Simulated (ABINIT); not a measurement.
# GaS (P6_3/mmc) in ABINIT: equation of state

How stiff is GaS in PBE, and what volume does it want? The cell is scaled to several volumes.

Everything below comes from runs of ABINIT 10.8.3 (patched build). Logs are shortened: lines on timing, memory, paths and dates and some standing lists are left out, and cuts for length are marked. The log counts tension as positive stress, the text compression.

## (1) Starting point

It takes space group P6_3/mmc (No. 194, hexagonal). The conventional cell has a = 3.585 Å, b = 3.585 Å, c = 15.500 Å, α = 90.00°, β = 90.00°, γ = 120.00°. Ga (site symmetry 3m) is surrounded by 3 S at 2.34 Å and 1 Ga at 2.48 Å. S (site symmetry 3m) is surrounded by 3 Ga at 2.34 Å.

## (2) Equation of state, PBE

File run.abi:

```
ndtset 7
getwfk -1
scalecart1 3*0.9795861087
scalecart2 3*0.9864848297
scalecart3 3*0.9932883884
scalecart4 3*1.0000000000
scalecart5 3*1.0066227096
scalecart6 3*1.0131594038
scalecart7 3*1.0196128224

pp_dirpath "./"
pseudos "Ga.GGA_PBE-JTH.xml, S.GGA_PBE-JTH.xml"

acell 6.7746681568 6.7746681568 29.2907549317
rprim
     1.0000000000     0.0000000000     0.0000000000
    -0.5000000000     0.8660254038     0.0000000000
     0.0000000000     0.0000000000     1.0000000000
ntypat 2
znucl 31 16
natom 8
typat 1 1 1 1 2 2 2 2
xred
     0.6666666667     0.3333333333     0.8300000000
     0.3333333333     0.6666666667     0.3300000000
     0.6666666667     0.3333333333     0.6700000000
     0.3333333333     0.6666666667     0.1700000000
     0.6666666667     0.3333333333     0.4000000000
     0.3333333333     0.6666666667     0.9000000000
     0.6666666667     0.3333333333     0.1000000000
     0.3333333333     0.6666666667     0.6000000000

ecut 544.227725 eV
pawecutdg 40.0
pawxcdev 0

kptopt 1
ngkpt 9 9 2
nshiftk 1
shiftk 0.0 0.0 0.0

ixc 11

nband 46
occopt 3
tsmear 0.00183747

nstep 100
tolvrs 1.0e-9

iomode 3
prtwf 1
prtden 0
prteig 0
prtebands 0
```

Potentials or basis: JTH PAW PBE v2.0.

Started as:

```
$ abinit run.abi > log 2>&1
```

run.abo:

```text
.Version 10.8.3 of ABINIT
 DATASET    1 : space group P6_3/m m c (#194); Bravais hP (primitive hexag.)
================================================================================
 Values of the parameters that define the memory need for DATASET  1.
     intxc =       0    ionmov =       0      iscf =      17    lmnmax =      18
     lnmax =       6     mgfft =     120  mpssoang =       3    mqgrid =    8169
     natom =       8  nloc_mem =       2    nspden =       1   nspinor =       1
    nsppol =       1      nsym =      24    n1xccc =       1    ntypat =       2
    occopt =       3   xclevel =       2
       mpw =        4702          nfft =      108000          nkpt =          24
 PAW method is used; the additional fine FFT grid is defined by:
   mgfftf=       180    nfftf =    288000
================================================================================
================================================================================
[... 71 lines left out ...]
 DATASET    7 : space group P6_3/m m c (#194); Bravais hP (primitive hexag.)
================================================================================
 Values of the parameters that define the memory need for DATASET  7.
     intxc =       0    ionmov =       0      iscf =      17    lmnmax =      18
     lnmax =       6     mgfft =     125  mpssoang =       3    mqgrid =    8503
     natom =       8  nloc_mem =       2    nspden =       1   nspinor =       1
    nsppol =       1      nsym =      24    n1xccc =       1    ntypat =       2
    occopt =       3   xclevel =       2
       mpw =        5302          nfft =      112500          nkpt =          24
 PAW method is used; the additional fine FFT grid is defined by:
   mgfftf=       180    nfftf =    288000
================================================================================
================================================================================

--------------------------------------------------------------------------------
------------- Echo of variables that govern the present computation ------------
--------------------------------------------------------------------------------
 -outvars: echo values of preprocessed input variables --------
            acell      6.7746681568E+00  6.7746681568E+00  2.9290754932E+01 Bohr
              amu      6.97230000E+01  3.20660000E+01
             ecut      2.00000000E+01 Hartree
           getwfk          -1
              ixc          11
           jdtset        1    2    3    4    5    6    7
         kptrlatt        9    0    0      0    9    0      0    0    2
          kptrlen1     5.73856333E+01
          kptrlen2     5.77897708E+01
          kptrlen3     5.81883335E+01
          kptrlen4     5.85815099E+01
          kptrlen5     5.89694782E+01
          kptrlen6     5.93524076E+01
          kptrlen7     5.97304586E+01
            natom           8
            nband          46
           ndtset           7
            ngfft1         30      30     120
            ngfft2         30      30     120
            ngfft3         30      30     120
            ngfft4         30      30     120
            ngfft5         30      30     120
            ngfft6         30      30     120
            ngfft7         30      30     125
          ngfftdg          40      40     180
             nkpt          24
            nstep         100
             nsym          24
           ntypat           2
           occopt           3
        pawecutdg      4.00000000E+01 Hartree
         pawxcdev           0
           prtden           0
        prtebands           0
           prteig           0
            rprim1     9.7958610870E-01  0.0000000000E+00  0.0000000000E+00
                      -4.8979305435E-01  8.4834645534E-01  0.0000000000E+00
                       0.0000000000E+00  0.0000000000E+00  9.7958610870E-01
            rprim2     9.8648482970E-01  0.0000000000E+00  0.0000000000E+00
                      -4.9324241485E-01  8.5432092298E-01  0.0000000000E+00
                       0.0000000000E+00  0.0000000000E+00  9.8648482970E-01
            rprim3     9.9328838840E-01  0.0000000000E+00  0.0000000000E+00
                      -4.9664419420E-01  8.6021297765E-01  0.0000000000E+00
                       0.0000000000E+00  0.0000000000E+00  9.9328838840E-01
            rprim4     1.0000000000E+00  0.0000000000E+00  0.0000000000E+00
                      -5.0000000000E-01  8.6602540380E-01  0.0000000000E+00
                       0.0000000000E+00  0.0000000000E+00  1.0000000000E+00
            rprim5     1.0066227096E+00  0.0000000000E+00  0.0000000000E+00
                      -5.0331135480E-01  8.7176083856E-01  0.0000000000E+00
                       0.0000000000E+00  0.0000000000E+00  1.0066227096E+00
            rprim6     1.0131594038E+00  0.0000000000E+00  0.0000000000E+00
                      -5.0657970190E-01  8.7742178179E-01  0.0000000000E+00
                       0.0000000000E+00  0.0000000000E+00  1.0131594038E+00
            rprim7     1.0196128224E+00  0.0000000000E+00  0.0000000000E+00
                      -5.0980641120E-01  8.8301060624E-01  0.0000000000E+00
                       0.0000000000E+00  0.0000000000E+00  1.0196128224E+00
          spgroup         194
           tolvrs      1.00000000E-09
           tsmear      1.83747000E-03 Hartree
            typat      1  1  1  1  2  2  2  2
           useylm           1
           xangst1     1.7559080987E+00  1.0137740135E+00  1.2602375280E+01
                      -3.7475771484E-16  2.0275480269E+00  5.0105829426E+00
                       1.7559080987E+00  1.0137740135E+00  1.0173001732E+01
                      -3.7475771484E-16  2.0275480269E+00  2.5812093947E+00
                       1.7559080987E+00  1.0137740135E+00  6.0734338698E+00
                      -3.7475771484E-16  2.0275480269E+00  1.3665226207E+01
                       1.7559080987E+00  1.0137740135E+00  1.5183584675E+00
                      -3.7475771484E-16  2.0275480269E+00  9.1101508047E+00
           xangst2     1.7682740560E+00  1.0209135023E+00  1.2691127325E+01
                      -3.8070693544E-16  2.0418270046E+00  5.0458699005E+00
                       1.7682740560E+00  1.0209135023E+00  1.0244644949E+01
                      -3.8070693544E-16  2.0418270046E+00  2.5993875245E+00
                       1.7682740560E+00  1.0209135023E+00  6.1162059400E+00
                      -3.8070693544E-16  2.0418270046E+00  1.3761463365E+01
                       1.7682740560E+00  1.0209135023E+00  1.5290514850E+00
                      -3.8070693544E-16  2.0418270046E+00  9.1743089100E+00
           xangst3     1.7804694350E+00  1.0279545076E+00  1.2778655108E+01
[... 80 lines left out ...]
                       1.4716503470E-16  3.9628276034E+00  9.7931472551E+00
                       3.4319093753E+00  1.9814138017E+00  1.9883056548E+01
                       1.4716503470E-16  3.9628276034E+00  5.0449546466E+00
                       3.4319093753E+00  1.9814138017E+00  1.1870481521E+01
                       1.4716503470E-16  3.9628276034E+00  2.6708583423E+01
                       3.4319093753E+00  1.9814138017E+00  2.9676203803E+00
                       1.4716503470E-16  3.9628276034E+00  1.7805722282E+01
            xcart7     3.4537692601E+00  1.9940346121E+00  2.4788140324E+01
                      -1.5455728625E-16  3.9880692241E+00  9.8555256710E+00
                       3.4537692601E+00  1.9940346121E+00  2.0009703635E+01
                      -1.5455728625E-16  3.9880692241E+00  5.0770889820E+00
                       3.4537692601E+00  1.9940346121E+00  1.1946091722E+01
                      -1.5455728625E-16  3.9880692241E+00  2.6878706376E+01
                       3.4537692601E+00  1.9940346121E+00  2.9865229306E+00
                      -1.5455728625E-16  3.9880692241E+00  1.7919137584E+01
             xred      6.6666666667E-01  3.3333333333E-01  8.3000000000E-01
                       3.3333333333E-01  6.6666666667E-01  3.3000000000E-01
                       6.6666666667E-01  3.3333333333E-01  6.7000000000E-01
                       3.3333333333E-01  6.6666666667E-01  1.7000000000E-01
                       6.6666666667E-01  3.3333333333E-01  4.0000000000E-01
                       3.3333333333E-01  6.6666666667E-01  9.0000000000E-01
                       6.6666666667E-01  3.3333333333E-01  1.0000000000E-01
                       3.3333333333E-01  6.6666666667E-01  6.0000000000E-01
            znucl       31.00000   16.00000

================================================================================

 chkinp: Checking input parameters for consistency, jdtset=   1.

 chkinp: Checking input parameters for consistency, jdtset=   2.
[... 52 lines left out ...]
- pspini: atom type   2  psp file is ./S.GGA_PBE-JTH.xml
 Pseudopotential format is: paw10
 basis_size (lnmax)=  4 (lmn_size=  8), orbitals=   0   0   1   1
 Spheres core radius: rc_sph= 1.90380259
 Shapefunction is SIN type: shapef(r)=[sin(pi*r/rshp)/(pi*r/rshp)]**2
 Radius for shape functions =  1.40128485
 Compensation charge density is not taken into account in XC energy/potential

   8.16327298E+03                                ecore*ucvol(ha*bohr**3)
--------------------------------------------------------------------------------

[... 1767 lines left out ...]
-Cartesian components of stress tensor (GPa)         [Pressure= -1.5909E+00 GPa]
- sigma(1 1)=  1.45519260E+00  sigma(3 2)=  0.00000000E+00
- sigma(2 2)=  1.45519260E+00  sigma(3 1)=  0.00000000E+00
- sigma(3 3)=  1.86229441E+00  sigma(2 1)=  0.00000000E+00

== END DATASET(S) ==============================================================
================================================================================

 -outvars: echo values of variables after computation  --------
            acell      6.7746681568E+00  6.7746681568E+00  2.9290754932E+01 Bohr
           etotal1    -3.5778125651E+02
           etotal2    -3.5778634928E+02
           etotal3    -3.5778999984E+02
           etotal4    -3.5779235560E+02
           etotal5    -3.5779355052E+02
           etotal6    -3.5779369749E+02
           etotal7    -3.5779291317E+02
            fcart1    -4.6660171528E-28 -1.2883995152E-28 -9.2214588687E-03
                       2.0287031099E-29 -4.0994530030E-28 -9.2214588687E-03
                       1.8258327989E-28  5.8563614329E-29  9.2214588687E-03
                       3.4487952868E-28  3.3966896311E-28  9.2214588687E-03
                      -6.0861093297E-29  1.1712722866E-29  1.1210823720E-02
                      -6.0861093297E-29  1.1712722866E-29  1.1210823720E-02
                       2.0287031099E-29  5.8563614329E-29 -1.1210823720E-02
                       2.0287031099E-29  5.8563614329E-29 -1.1210823720E-02
            fcart2    -2.0145159107E-29  4.3034008223E-28 -7.6397072185E-03
                      -2.0145159107E-29 -3.1403195190E-28 -7.6397072185E-03
[... 122 lines left out ...]
                       7.7876382552E-17  2.0970380571E+00  5.1823103469E+00
                       1.8160882301E+00  1.0485190285E+00  1.0521660401E+01
                       7.7876382552E-17  2.0970380571E+00  2.6696750272E+00
                       1.8160882301E+00  1.0485190285E+00  6.2815882993E+00
                       7.7876382552E-17  2.0970380571E+00  1.4133573673E+01
                       1.8160882301E+00  1.0485190285E+00  1.5703970748E+00
                       7.7876382552E-17  2.0970380571E+00  9.4223824489E+00
           xangst7     1.8276559829E+00  1.0551976737E+00  1.3117318951E+01
                      -8.1788193608E-17  2.1103953475E+00  5.2153195830E+00
                       1.8276559829E+00  1.0551976737E+00  1.0588679153E+01
                      -8.1788193608E-17  2.1103953475E+00  2.6866797852E+00
                       1.8276559829E+00  1.0551976737E+00  6.3215994946E+00
                      -8.1788193608E-17  2.1103953475E+00  1.4223598863E+01
                       1.8276559829E+00  1.0551976737E+00  1.5803998736E+00
                      -8.1788193608E-17  2.1103953475E+00  9.4823992419E+00
             xred      6.6666666667E-01  3.3333333333E-01  8.3000000000E-01
                       3.3333333333E-01  6.6666666667E-01  3.3000000000E-01
                       6.6666666667E-01  3.3333333333E-01  6.7000000000E-01
                       3.3333333333E-01  6.6666666667E-01  1.7000000000E-01
                       6.6666666667E-01  3.3333333333E-01  4.0000000000E-01
                       3.3333333333E-01  6.6666666667E-01  9.0000000000E-01
                       6.6666666667E-01  3.3333333333E-01  1.0000000000E-01
                       3.3333333333E-01  6.6666666667E-01  6.0000000000E-01
 Calculation completed.
```

Wall time 69 min (1 thread of AMD EPYC, shared host); peak memory 0.34 GiB.

What came out:

```yaml
Equilibrium_volume: 22.28 Å³/atom
Bulk_modulus_at_fixed_shape_and_positions: 63 GPa
Pressure_derivative_of_the_bulk_modulus: 4.5
```

Energy against volume, from the lowest point:
| volume (Å³/atom) | energy (meV/atom) |
| --- | --- |
| 20.271 | 42.32 |
| 20.702 | 24.99 |
| 21.134 | 12.58 |
| 21.565 | 4.56 |
| 21.996 | 0.50 |
| 22.428 | 0.00 |
| 22.859 | 2.67 |

Caveat: pressures at fixed basis lie under the slope of the energies; the cell was scaled at fixed shape and fractional positions, which overstates the stiffness of a crystal with free parameters, most of all of layers and chains; this functional lacks dispersion, which binds the layers, so the pressure and a relaxed spacing across them are unreliable.
